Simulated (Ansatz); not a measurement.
**Te2Mo: relaxation of cell and atoms with LDA**

Te2Mo, a slab with vacuum:

```
Te Mo
1.0
     6.36161    0.00000    0.00000
     0.00000    3.48040    0.00000
    -0.08574    0.00000   36.17589
Te Mo
4 2
Cartesian
  2.6844 2.6103 19.5604
  3.5915 0.8701 16.6155
  5.8104 0.8701 20.1329
  0.4655 2.6103 16.0430
  1.1110 0.8701 17.9963
  5.1649 2.6103 18.1796
```

```
Program             : Ansatz 0.2.0
Task                : relaxation of cell and atoms
Functional          : LDA
Potentials or basis : Ansatz PAW
Cutoff              : 420 eV (not typed: the program's choice for these potentials)
k mesh              : 4 × 8 × 1
Occupations         : fermi-dirac, width 0.05 eV
Spin                : no spin polarisation
```

```json
{
 "Relaxed volume": "126.92 Å³/atom",
 "Relaxed cell": "a = 6.275 Å, b = 3.359 Å, c = 36.127 Å, α = 90.00°, β = 90.04°, γ = 90.00°",
 "Space group after relaxing (to 0.05 Å)": "P2_1/m (No. 11)",
 "Energy gained by relaxing": "21.6 meV/atom",
 "Ionic steps": "7",
 "Largest force after relaxing": "0.004 eV/Å"
}
```

Forces in eV/Å, atoms in the order of the input:
```
Te  -0.002  0.000  0.004
Te   0.002  0.000 -0.004
Te  -0.001  0.000 -0.001
Te   0.001  0.000  0.001
Mo  -0.003  0.000  0.000
Mo   0.003  0.000  0.000
```

Step by step:
```
step  energy change (eV)  largest force (eV/Å)  volume (Å³)
   1              0.0000                0.4810       800.97
   2             -0.1140                0.1118       776.52
   3             -0.1302                0.0418       761.49
   4             -0.1310                0.0178       762.17
   5             -0.1314                0.0217       762.10
   6             -0.1315                0.0039       761.51
   7             -0.1299                0.0040       761.51
```

Final structure:
```
CELL_PARAMETERS angstrom
6.27477 0.00000 0.00494
0.00000 3.35924 0.00000
-0.05647 0.00000 36.12724
ATOMIC_POSITIONS crystal
Te 0.43211 0.75000 0.54071
Te 0.56789 0.25000 0.45929
Te 0.92205 0.25000 0.55650
Te 0.07795 0.75000 0.44350
Mo 0.18274 0.25000 0.49773
Mo 0.81726 0.75000 0.50227
```

Run time: 2 min on 2 threads of Arm Neoverse V1, with other jobs on the host, peak memory 1.1 GiB.

Caveat: the plane-wave basis is chosen anew once the cell has moved, so the energies of steps on either side of that aren't comparable; the PAW data sets come from PBE, with cores solved anew for the run's functional, which leaves a small shift of forces and pressure. The run has no spin-orbit coupling, so splittings on Te are missing.
